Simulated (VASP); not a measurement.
## CdS: single point with PBE

The system is CdS.

```
Cd S
1.0
     0.00000    2.91650    2.91650
     2.91650    0.00000    2.91650
     2.91650    2.91650    0.00000
Cd S
1 1
Cartesian
  0.0000 0.0000 0.0000
  1.4583 1.4583 1.4583
```

```json
{
  "Program": "VASP 6.6.1",
  "Task": "single point",
  "Functional": "PBE",
  "Potentials or basis": "VASP PAW PBE potentials, release 64 (Cd, S)",
  "Cutoff": "520 eV",
  "k mesh": "6 × 6 × 6",
  "Occupations": "gaussian, width 0.02 eV",
  "Spin": "no spin polarisation"
}
```

```json
{
 "Pressure": "3.2 GPa",
 "Band gap on the k mesh": "1.15 eV, direct"
}
```

Levels at points of the mesh, in eV from the valence-band top:
```tsv
k point	band 7	band 8	band 9	band 10	band 11	band 12
(0.00, 0.00, 0.00)	0.00	0.00	0.00	1.15	6.55	6.55
(0.50, 0.00, 0.00)	-4.40	-0.75	-0.75	3.01	7.01	7.01
(0.50, 0.50, 0.00)	-3.95	-1.88	-1.88	3.55	4.35	9.23
```

Wall time 7.2 s on 1 thread of Intel(R) Xeon(R) Platinum 8559C (Emerald Rapids), on a shared host, peak memory 0.17 GiB.

As with any semilocal functional, this PBE gap is likely too small.
